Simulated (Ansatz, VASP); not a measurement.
## Cd2S5: VASP beside Ansatz

```
Cd S
1.0
     3.20672   -2.72012   -0.14880
     3.20672    2.72012   -0.14880
    -0.49546    0.00000   10.30496
Cd S
2 5
Cartesian
  1.1864 -1.0668 8.7400
  1.5249 1.6533 1.4161
  0.4045 -0.1647 2.8603
  3.7116 -1.4980 4.3649
  2.2064 -1.4980 5.6425
  -0.8999 -0.1647 7.4446
  3.2067 0.3885 -0.1488
```

Alike in both runs: functional PBE; k mesh 4 × 4 × 2; occupations gaussian, width 0.2 eV; no spin polarisation.

Ansatz relaxed the structure, and its values are those at the end. VASP's run is a single point on that final structure, the one shown.

|  | VASP | Ansatz |
| --- | --- | --- |
| version | VASP 6.6.1 | Ansatz 0.2.0 |
| potentials or method | VASP PAW PBE potentials, release 64 (Cd, S) | scalar-relativistic, plane waves, PAW |
| plane-wave cutoff (eV) | 520 | 420 |
| valence electrons in the cell | 54 | 70 |

|  | VASP | Ansatz | Ansatz less VASP |
| --- | --- | --- | --- |
| gap on the k mesh at the Fermi level (eV) | 1.02 | 1.00 | -0.018 |
| least direct gap on the mesh (eV) | 1.02 | 1.00 | -0.018 |
| pressure (GPa) | 0.2 | 0.2 | +0.04 |
| rms of the force components (eV/Å) | 0.030 | 0.023 | -0.0070 |

The two sets of potentials don't hold the same shells in valence.

A k mesh can miss the band edges.
